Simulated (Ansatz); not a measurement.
**MgO: what the electron mass says about interband coupling**

All numbers below come from Ansatz, DFT PBEsol, scalar-relativistic, plane waves, PAW.

Settings: cutoff 420 eV, Γ-centred mesh 10×10×10 on the computed 2-atom cell, Gaussian smearing of 0.02 eV; no spin polarisation.

Relaxed cell: Fm-3m, a = 4.214 Å, b = 4.214 Å, c = 4.214 Å, α = 90.00°, β = 90.00°, γ = 90.00°, 2 atoms in the primitive cell.

The direct gap at Γ is 4.619 eV, and at Γ the conduction band has a mass of 0.3408 mₑ and the lightest hole 0.3817 mₑ, both along x.

Use two-band k·p theory to get the Kane energy. As an exercise, what mass follows if the true gap is 1.5 times the computed one (semilocal functionals can miss by more, threefold or worse in zinc and cadmium oxides)?

Coupling to the valence top alone gives mₑ/m* = 1 + E_P/E_g, so E_P = E_g (mₑ/m* − 1) = 4.619 × (2.93 − 1) = 8.9 eV. The light hole is the mirror band, mₑ/mₗₕ = E_P/E_g − 1, and gives 16.7 eV; the spread shows what other bands add. Fits to experiment give about 15 to 31 eV for common tetrahedral semiconductors; the figure from the electron is a net one, lowered by higher conduction bands, and semilocal functionals tend to give less. With E_P fixed and E_g = 6.93 eV the mass becomes 0.437 mₑ: in this model the mass grows with the gap, in proportion where E_P ≫ E_g, which is why functionals that close gaps give light electrons. A correction that opens the gap also strengthens the coupling, so the true mass usually rises less. Remote bands and spin-orbit splitting are left out of the model.